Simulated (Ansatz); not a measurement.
Runs of Ansatz 0.2.0 on PbS. It takes space group Cmcm (No. 63, orthorhombic). Conventional cell: a = 4.160 Å, b = 11.983 Å, c = 4.279 Å, α = 90.00°, β = 90.00°, γ = 90.00°. Pb (site symmetry m2m) has 5 S at 2.69 to 2.99 Å as nearest neighbours. Around S (site symmetry m2m) lie 5 Pb at 2.69 to 2.99 Å. Measurements of this composition are mostly on another form, of space group No. 225.

```tsv
task	level	cell	k mesh	cutoff (eV)	smearing	points for each segment of the path	atoms under strain	gap on the mesh (eV)	pressure (GPa)	relaxed volume (Å³/atom)	largest force (eV/Å)
band structure	revPBE	as given	7 × 7 × 6	420	fermi-dirac 0.05 eV	14	-	(a)	(c)	-	0.12
relaxation of cell and atoms	revPBE+D3(BJ)	relaxed	7 × 7 × 6	420	fermi-dirac 0.05 eV	-	-	1.25	0.0	25.09	0.01
band structure	r2SCAN	as given	7 × 7 × 6	500	fermi-dirac 0.05 eV	14	-	1.53	-0.1	-	(b)
band structure	BLYP	as given	7 × 7 × 6	420	fermi-dirac 0.05 eV	14	-	1.31	4.7	-	0.22
elastic constants	PBEsol	as given	5 × 5 × 5	420	fixed	-	clamped	1.13	-1.8	-	0.03
relaxation of cell and atoms	RPBE	relaxed	7 × 7 × 6	420	fermi-dirac 0.05 eV	-	-	1.73	0.0	37.88	-
relaxation of cell and atoms	revPBE+D4	relaxed	7 × 7 × 6	420	fermi-dirac 0.05 eV	-	-	1.29	0.0	25.44	-
relaxation of cell and atoms	revPBE	relaxed	7 × 7 × 6	420	fermi-dirac 0.05 eV	-	-	1.72	0.0	40.05	-
```

Alike in all rows: potentials or basis Ansatz PAW; no spin polarisation.

Problem. Estimate the missing entries.

Solution. (a) 1.32; (b) 0.04; (c) 2.5.

Caveats: spin-orbit coupling is left out, which as a rule narrows the gap of such compounds by several tenths of an eV; the PAW data sets come from PBE, with cores solved anew for the run's functional, which leaves a small shift of forces and pressure; odd divisions of the mesh miss points on the zone boundary, where band edges often lie, so the gap on the mesh can be too wide (some runs); the plane-wave basis is chosen anew once the cell has moved, so the energies of steps on either side of that aren't comparable (some runs); the k mesh misses the band edges, so the gap on the mesh is wider than the one along the path (some runs); the volume moved by over 15 % at a fixed basis, so the end points are rough (some runs).

A k mesh can miss the band edges, and the runs leave out spin-orbit coupling on Pb.

Runs at the PBE level aren't shown here.
